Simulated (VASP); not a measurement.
A run of VASP 6.6.1 is set up as follows.

The input INCAR:

```
PREC = Accurate
ENCUT = 520
EDIFF = 1E-6
ISMEAR = 0
SIGMA = 0.1
LREAL = F
LASPH = T
NELM = 60
ALGO = Normal
ISIF = 2
LWAVE = F
LCHARG = T
LDIPOL = T
IDIPOL = 3
DIPOL = 0.5 0.5 0.316
GGA = PE
LELF = T
LVHAR = T
LVACPOTAV = T
NBANDS = 32
```

The input KPOINTS:

```
Automatic mesh
0
Gamma
  8 8 1
```

File POSCAR:

```
Ti
1.0
    3.2555055358      0.0000000000      0.0000000000
    0.0000000000      3.2555055358      0.0000000000
    0.0000000000      0.0000000000     20.1798089193
Ti
4
Direct
    0.5000000000      0.5000000000      0.1982179324
    0.0000000000      0.0000000000      0.2788803794
    0.5000000000      0.5000000000      0.3551905201
    0.0000000000      0.0000000000      0.4301234444
```

Potentials or basis: VASP PAW PBE potentials, release 64 (Ti_sv).

Launch:

```sh
$ cat potpaw_PBE.64/Ti_sv/POTCAR > POTCAR
$ mpirun -np 1 vasp_std > vasp.out
```

Q: What does it give for the work function of the lower face?

A: 3.25 eV.

Q: What does it give for the band gap on the k mesh?

A: None (metal or under the smearing width).

Q: What does it give for the work function of the upper face?

A: 3.25 eV.

Q: What does it give for the largest force?

A: 0.584 eV/Å.

Forces in eV/Å, atoms in the order of the input:
```
Ti   0.000  0.000  0.584
Ti   0.000  0.000 -0.525
Ti   0.000  0.000  0.025
Ti   0.000  0.000 -0.083
```
